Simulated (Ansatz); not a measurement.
## Na: energy along a strain

Na, Im-3m, a = 4.235 Å (as given, not relaxed at this level: -0.2 GPa). Ansatz: PBE, PAW, 420 eV, Γ-centred 16×16×16 mesh on 1 atom, Gaussian smearing 0.15 eV; no spin polarisation. Cell vectors (Å): -2.118 2.118 2.118; 2.118 -2.118 2.118; 2.118 2.118 -2.118. The cell is strained by x per cent times the pattern (0 0 0 0 0 1) in the order xx yy zz yz xz xy (engineering shears), with fractional coordinates held. y is the free energy over the start, V0 = 37.978 Å³/atom. Symmetry makes y even in x.

| x (%) | y (meV/atom) |
| --- | --- |
| -6.00 | ? |
| -3.00 | 0.65 |
| 0.00 | 0.00 |
| 0.75 | 0.04 |
| 1.50 | 0.16 |
| 2.25 | 0.37 |
| 3.75 | 1.02 |
| 4.50 | 1.47 |
| 5.25 | 2.01 |

Q: Fit y = c2 x² + c4 x⁴ to the other rows, get the stiffness along the pattern, and predict the missing energy.

A: Least squares on the rows shown. y = 0.07208 x² + 2.955×10⁻⁵ x⁴. The clamped-ion stiffness p·C·p = 2 × 0.7208 eV × 160.2 / 37.978 Å³ = 6.1 GPa, which is C66 in these axes (C44 of the cubic crystal). At x = -6.00 the fit asked for gives 2.63 meV/atom. The run gave 2.62 meV/atom, so the fit is 0.01 meV/atom too high, a small miss on the scale of the series.